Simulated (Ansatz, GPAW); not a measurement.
## TaN: programs and potentials compared

```
Ta N
1.0
     0.00000    2.21132    2.21132
     2.21132    0.00000    2.21132
     2.21132    2.21132    0.00000
Ta N
1 1
Cartesian
  2.2113 2.2113 2.2113
  0.0000 0.0000 0.0000
```

The cell comes from a database or a generator and needn't be the stable form of this composition.

Alike in all runs: task single point; functional LDA; k mesh 10 × 10 × 10; occupations gaussian, width 0.05 eV; no spin polarisation; no spin-orbit coupling. A missing gap at this level doesn't show that the real crystal is a metal. LDA stands for any of its common fits. Pressure is positive in compression and, in plane waves, holds the error of the finite cutoff, which Ansatz's Pulay term estimates and takes out.

| program and potentials | plane-wave cutoff (eV) | notes | band gap (eV) | pressure (GPa) |
| --- | --- | --- | --- | --- |
| Ansatz, Ansatz PAW | 420 | potentials made for PBE, which Ansatz adapts in part | ? | ? |
| Ansatz, all-electron LAPW, scalar-relativistic | - | - | no gap | -17.15 |
| GPAW, the program's PAW data sets (release 1.2.1) made for this functional | 800 | - | no gap | -18.98 |

**Question.** Estimate from the other rows what the run with Ansatz, Ansatz PAW gave.

**Answer.** No band gap; pressure -17.20 GPa. Its pressure holds a Pulay term of +0.61 GPa. The other rows, which needn't bracket it: pressure -18.98 to -17.15.
